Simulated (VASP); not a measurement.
Wanted: the native input for a VASP 6.6.1 run.

```yaml
Task: relaxation of cell and atoms
Functional: PBE
Potentials_or_basis: VASP PAW PBE potentials, release 64 (Cd, F)
Cutoff: 600 eV
k_mesh: 10 × 10 × 10
Occupations: gaussian, width 0.03 eV
Spin: no spin polarisation
Further_INCAR_settings: ALGO = Normal; EDIFF = 1e-07; IBRION = 2; EDIFFG = -0.005; NSW = 90; ISIF = 3
```

The structure of CdF2 lies in POSCAR:

```
CdF2                                    
1.0
    0.0000000000      2.7447277403      2.7447277403
    2.7447277403      0.0000000000      2.7447277403
    2.7447277403      2.7447277403     -0.0000000000
  Cd              F             
     1     2
Direct
     0.0000000000000000    0.0000000000000000    0.0000000000000000
     0.2500000000000000    0.2500000000000000    0.2500000000000000
     0.7500000000000000    0.7500000000000000    0.7500000000000000
```

One way to write it, as run:

INCAR

```
SYSTEM = CdF2
PREC = Accurate
ENCUT = 600
EDIFF = 1E-7
ISMEAR = 0
SIGMA = 0.03
LREAL = .False.
LASPH = .True.
NELM = 80
ALGO = Normal
ISIF = 3
LWAVE = .False.
LCHARG = .False.
GGA = PE
IBRION = 2
NSW = 90
EDIFFG = -0.005
KPAR = 2
```

KPOINTS

```
regular mesh
0
Gamma
  10 10 10
  0 0 0
```

Potentials or basis: VASP PAW PBE potentials, release 64 (Cd, F).

Command:

```sh
$ cat potpaw_PBE.64/Cd/POTCAR potpaw_PBE.64/F/POTCAR > POTCAR
$ mpirun -np 2 vasp_std > vasp.out
```

It gave:

```json
{"Relaxed volume": "13.77 Å³/atom", "Relaxed cell": "a = 3.881 Å, b = 3.881 Å, c = 3.881 Å, α = 60.00°, β = 60.00°, γ = 60.00°", "Space group after relaxing (to 0.05 Å)": "Fm-3m (No. 225)", "Energy gained by relaxing": "0.0 meV/atom", "Ionic steps": "2", "Pressure after relaxing": "0.0 GPa", "Band gap on the k mesh": "2.88 eV, indirect (least direct gap 3.44 eV)"}
```

It took 20 s on 2 MPI ranks on AMD EPYC 9R45 (Zen 5), with other jobs on the host, peak memory 0.18 GiB a rank.
